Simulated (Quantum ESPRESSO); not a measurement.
# Sn (P-1) in Quantum ESPRESSO: projected density of states with PBE

Aim: the projected density of states of Sn with PBE.

Everything below comes from runs of Quantum ESPRESSO 7.5. Logs are shortened: lines on timing, memory, paths and dates and some standing lists are left out, and cuts for length are marked.

### 1 Starting point

The typed cell holds 1 atom: a = 3.269 Å, b = 3.303 Å, c = 3.287 Å, α = 110.00°, β = 108.91°, γ = 109.87°.

This isn't the form of Sn at room conditions, which is tetragonal (white tin).

### 2 Projected density of states, PBE

pw.in reads:

```
&CONTROL
  calculation = 'scf'
  prefix = 'pwscf'
  outdir = './tmp'
  pseudo_dir = './pseudo'
  tprnfor = .true.
  tstress = .true.
  disk_io = 'low'
/
&SYSTEM
  ibrav = 0
  nat = 1
  ntyp = 1
  ecutwfc = 72
  nbnd = 13
  occupations = 'smearing'
  smearing = 'fd'
  degauss = 0.00367493
/
&ELECTRONS
  conv_thr = 2d-10
  electron_maxstep = 120
  mixing_beta = 0.5
  diago_david_ndim = 4
  diagonalization = 'cg'
/
ATOMIC_SPECIES
Sn   118.7100 Sn.upf
CELL_PARAMETERS angstrom
  -1.8911382700    1.8977927600    1.8732002100
   1.8971113000   -1.9215372200    1.9029177100
   1.8832449900    1.9136439400   -1.8969446700
ATOMIC_POSITIONS crystal
Sn     0.0000000000    0.0000000000    0.0000000000
K_POINTS automatic
10 10 10 0 0 0
```

nscf.in reads:

```
&CONTROL
  calculation = 'nscf'
  prefix = 'pwscf'
  outdir = './tmp'
  pseudo_dir = './pseudo'
  disk_io = 'low'
/
&SYSTEM
  ibrav = 0
  nat = 1
  ntyp = 1
  ecutwfc = 72
  nbnd = 13
  occupations = 'tetrahedra_opt'
/
&ELECTRONS
  conv_thr = 1d-08
  electron_maxstep = 120
  mixing_beta = 0.5
  diago_david_ndim = 4
  diagonalization = 'cg'
/
ATOMIC_SPECIES
Sn   118.7100 Sn.upf
CELL_PARAMETERS angstrom
  -1.8911382700    1.8977927600    1.8732002100
   1.8971113000   -1.9215372200    1.9029177100
   1.8832449900    1.9136439400   -1.8969446700
ATOMIC_POSITIONS crystal
Sn     0.0000000000    0.0000000000    0.0000000000
K_POINTS automatic
15 15 15 0 0 0
```

projwfc.in reads:

```
&PROJWFC
  prefix = 'pwscf'
  outdir = './tmp'
  filpdos = 'p'
  Emin = -4
  Emax = 21
  DeltaE = 0.05
/
```

Potentials or basis: Ansatz NC SR PBE.

Command:

```
OMP_NUM_THREADS=1 pw.x -in pw.in > pw.out
OMP_NUM_THREADS=1 pw.x -in nscf.in > nscf.out
OMP_NUM_THREADS=1 projwfc.x -in projwfc.in > projwfc.out
```

pw.out:

```text
[... set-up lines left out ...]
     Self-consistent Calculation

     iteration #  1     ecut=    72.00 Ry     beta= 0.50
     CG style diagonalization
     c_bands:  1 eigenvalues not converged
     c_bands:  1 eigenvalues not converged
     c_bands:  1 eigenvalues not converged
     c_bands:  1 eigenvalues not converged
     c_bands:  1 eigenvalues not converged
     c_bands:  1 eigenvalues not converged
[... 23 lines left out ...]
     c_bands:  1 eigenvalues not converged
     c_bands:  1 eigenvalues not converged
     ethr =  1.00E-02,  avg # of iterations =  6.4

     Threshold (ethr) on eigenvalues was too large:
     Diagonalizing with lowered threshold

     CG style diagonalization
     c_bands:  4 eigenvalues not converged
     c_bands:  1 eigenvalues not converged
     c_bands:  5 eigenvalues not converged
     c_bands:  4 eigenvalues not converged
     c_bands:  2 eigenvalues not converged
     c_bands:  1 eigenvalues not converged
[... 439 lines left out ...]
     iteration #  8     ecut=    72.00 Ry     beta= 0.50
     CG style diagonalization
     ethr =  3.09E-09,  avg # of iterations =  3.0

     total energy              =    -162.27601534 Ry
     estimated scf accuracy    <       0.00000055 Ry

     iteration #  9     ecut=    72.00 Ry     beta= 0.50
     CG style diagonalization
     ethr =  3.09E-09,  avg # of iterations =  4.3

     total energy              =    -162.27601618 Ry
     estimated scf accuracy    <       0.00000079 Ry

     iteration # 10     ecut=    72.00 Ry     beta= 0.50
     CG style diagonalization
     ethr =  3.09E-09,  avg # of iterations =  3.0

     total energy              =    -162.27601582 Ry
     estimated scf accuracy    <       0.00000100 Ry

     iteration # 11     ecut=    72.00 Ry     beta= 0.50
     CG style diagonalization
     ethr =  3.09E-09,  avg # of iterations =  3.0

     total energy              =    -162.27601563 Ry
     estimated scf accuracy    <       0.00000047 Ry

     iteration # 12     ecut=    72.00 Ry     beta= 0.50
     CG style diagonalization
     ethr =  3.09E-09,  avg # of iterations =  3.0

     total energy              =    -162.27601549 Ry
     estimated scf accuracy    <       0.00000018 Ry

     iteration # 13     ecut=    72.00 Ry     beta= 0.50
     CG style diagonalization
     ethr =  1.26E-09,  avg # of iterations =  3.7

     total energy              =    -162.27601562 Ry
     estimated scf accuracy    <       0.00000002 Ry

     iteration # 14     ecut=    72.00 Ry     beta= 0.50
     CG style diagonalization
     ethr =  1.27E-10,  avg # of iterations =  4.6

     total energy              =    -162.27601568 Ry
     estimated scf accuracy    <       0.00000002 Ry

     iteration # 15     ecut=    72.00 Ry     beta= 0.50
     CG style diagonalization
     ethr =  1.22E-10,  avg # of iterations =  3.0

     total energy              =    -162.27601567 Ry
     estimated scf accuracy    <       0.00000001 Ry

     iteration # 16     ecut=    72.00 Ry     beta= 0.50
     CG style diagonalization
     ethr =  8.85E-11,  avg # of iterations =  3.5

     total energy              =    -162.27601567 Ry
     estimated scf accuracy    <          1.1E-09 Ry

     iteration # 17     ecut=    72.00 Ry     beta= 0.50
     CG style diagonalization
     ethr =  8.05E-12,  avg # of iterations =  4.6

     total energy              =    -162.27601568 Ry
     estimated scf accuracy    <          5.3E-09 Ry

     iteration # 18     ecut=    72.00 Ry     beta= 0.50
     CG style diagonalization
     ethr =  8.05E-12,  avg # of iterations =  3.5

     total energy              =    -162.27601568 Ry
     estimated scf accuracy    <       0.00000001 Ry

     iteration # 19     ecut=    72.00 Ry     beta= 0.50
     CG style diagonalization
     ethr =  8.05E-12,  avg # of iterations =  3.0

     total energy              =    -162.27601568 Ry
     estimated scf accuracy    <       0.00000001 Ry

     iteration # 20     ecut=    72.00 Ry     beta= 0.50
     CG style diagonalization
     ethr =  8.05E-12,  avg # of iterations =  3.2

     total energy              =    -162.27601567 Ry
     estimated scf accuracy    <          4.2E-09 Ry

     iteration # 21     ecut=    72.00 Ry     beta= 0.50
     CG style diagonalization
     ethr =  8.05E-12,  avg # of iterations =  3.0

     total energy              =    -162.27601567 Ry
     estimated scf accuracy    <          2.3E-09 Ry

     iteration # 22     ecut=    72.00 Ry     beta= 0.50
     CG style diagonalization
     ethr =  8.05E-12,  avg # of iterations =  3.0

     total energy              =    -162.27601567 Ry
     estimated scf accuracy    <          1.9E-09 Ry

     iteration # 23     ecut=    72.00 Ry     beta= 0.50
     CG style diagonalization
     ethr =  8.05E-12,  avg # of iterations =  4.0

     End of self-consistent calculation

     Number of k-points >= 100: set verbosity='high' to print the bands.

     the Fermi energy is    10.9933 ev

!    total energy              =    -162.27601567 Ry
     estimated scf accuracy    <          1.1E-10 Ry
     smearing contrib. (-TS)   =      -0.00053163 Ry
     internal energy E=F+TS    =    -162.27548404 Ry

     The total energy is F=E-TS. E is the sum of the following terms:
     one-electron contribution =     -49.11634331 Ry
     hartree contribution      =      34.76286083 Ry
     xc contribution           =     -48.31053044 Ry
     ewald contribution        =     -99.61147111 Ry

     convergence has been achieved in  23 iterations

     Forces acting on atoms (cartesian axes, Ry/au):

     atom    1 type  1   force =     0.00000000    0.00000000    0.00000000

     Total force =     0.000000     Total SCF correction =     0.000000

     Computing stress (Cartesian axis) and pressure

          total   stress  (Ry/bohr**3)                   (kbar)     P=        6.53
   0.00003430  -0.00000651   0.00000479            5.05       -0.96        0.71
  -0.00000651   0.00006859  -0.00000820           -0.96       10.09       -1.21
   0.00000479  -0.00000820   0.00003023            0.71       -1.21        4.45

=------------------------------------------------------------------------------=
   JOB DONE.
=------------------------------------------------------------------------------=
```

projwfc.out:

```text
[... set-up lines left out ...]
     Atomic states used for projection
     (read from pseudopotential files):

     state #   1: atom   1 (Sn ), wfc  1 (l=2 m= 1)
     state #   2: atom   1 (Sn ), wfc  1 (l=2 m= 2)
     state #   3: atom   1 (Sn ), wfc  1 (l=2 m= 3)
     state #   4: atom   1 (Sn ), wfc  1 (l=2 m= 4)
     state #   5: atom   1 (Sn ), wfc  1 (l=2 m= 5)
     state #   6: atom   1 (Sn ), wfc  2 (l=0 m= 1)
     state #   7: atom   1 (Sn ), wfc  3 (l=1 m= 1)
     state #   8: atom   1 (Sn ), wfc  3 (l=1 m= 2)
     state #   9: atom   1 (Sn ), wfc  3 (l=1 m= 3)

[... projections at each k point ...]
Lowdin Charges:

     Atom #   1: total charge =  13.9464, s =  1.7064,
     Atom #   1: total charge =  13.9464, p =  2.2446, pz=  0.7464, px=  0.7477, py=  0.7506,
     Atom #   1: total charge =  13.9464, d =  9.9954, dz2=  1.9997, dxz=  1.9987, dyz=  1.9987, dx2-y2=  1.9997, dxy=  1.9987,
     Spilling Parameter:   0.0038

=------------------------------------------------------------------------------=
   JOB DONE.
=------------------------------------------------------------------------------=
```

Wall time 16 min (1 thread of Intel Xeon 6975P-C (Granite Rapids), shared host); peak memory 0.64 GiB.

What came out:

* Free energy: -2207.8777 eV
* Pressure: 0.7 GPa
* Band gap on the k mesh: none (metal or under the smearing width)

States per cell in windows of 0.5 eV (zero at the Fermi level; states under -8 eV left out):
```
from (eV)  total  Sn#1 p wfc3  Sn#1 s wfc2  Sn#1 d wfc1
     -8.0   0.17         0.06         0.10         0.00
     -7.5   0.19         0.07         0.12         0.00
     -7.0   0.23         0.07         0.17         0.00
     -6.5   0.29         0.06         0.22         0.00
     -6.0   0.24         0.04         0.20         0.00
     -5.5   0.12         0.02         0.10         0.00
     -5.0   0.05         0.01         0.04         0.00
     -4.5   0.08         0.06         0.03         0.00
     -4.0   0.15         0.12         0.02         0.00
     -3.5   0.21         0.18         0.03         0.00
     -3.0   0.30         0.25         0.04         0.00
     -2.5   0.25         0.20         0.05         0.00
     -2.0   0.25         0.19         0.05         0.00
     -1.5   0.26         0.20         0.05         0.00
     -1.0   0.28         0.23         0.04         0.00
     -0.5   0.30         0.25         0.04         0.00
      0.0   0.29         0.25         0.04         0.00
      0.5   0.29         0.25         0.03         0.00
      1.0   0.29         0.25         0.03         0.00
      1.5   0.30         0.25         0.03         0.00
      2.0   0.30         0.25         0.03         0.00
      2.5   0.30         0.26         0.02         0.00
      3.0   0.32         0.27         0.02         0.00
      3.5   0.31         0.25         0.02         0.00
      4.0   0.34         0.26         0.02         0.00
      4.5   0.44         0.34         0.01         0.00
      5.0   0.49         0.38         0.01         0.00
      5.5   0.26         0.17         0.00         0.00
      6.0   0.18         0.10         0.00         0.00
      6.5   0.16         0.07         0.00         0.00
      7.0   0.14         0.04         0.00         0.00
      7.5   0.14         0.02         0.00         0.00
```
